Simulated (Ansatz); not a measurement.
Crystal: GaSb.

```
Sb Ga
1.0
    -2.75343    2.75343    1.59071
     2.75343   -2.75343    1.59071
     2.75343    2.75343   -1.59071
Sb Ga
1 1
Direct
  0.00000 0.00000 0.00000
  0.75000 0.25000 0.50000
```

Measurements of this composition are mostly on another form, of space group No. 216.

| Property | Result |
| --- | --- |
| Program | Ansatz 0.2.0 |
| Task | relaxation of cell and atoms |
| Functional | BLYP |
| Potentials or basis | all-electron LAPW, scalar-relativistic |
| Basis error allowed | 0.001 eV/atom |
| k mesh | 10 × 10 × 10 |
| Occupations | fermi-dirac, width 0.05 eV |
| Spin | no spin polarisation |

At the start: volume 24.12 Å³/atom.

Question: Where does the relaxation end?

Answer: Over 6 steps the energy falls by 39.3 meV/atom and the volume is 26.87 Å³/atom (+11.4 %); space group I-4m2 (No. 119, to 0.05 Å).

The path:
```tsv
step	energy change (eV)	largest force (eV/Å)	volume (Å³)
1	0.0000	0.0000	48.24
2	-0.0753	0.0000	55.00
3	-0.0784	0.0000	53.99
4	-0.0786	0.0000	53.70
5	-0.0787	0.0000	53.74
6	-0.0787	0.0000	53.74
```

Final structure:
```
Sb Ga
1.0
    -2.85999    2.85999    1.64239
     2.85999   -2.85999    1.64239
     2.85999    2.85999   -1.64239
Sb Ga
1 1
Direct
  0.00000 0.00000 0.00000
  0.75000 0.25000 0.50000
```
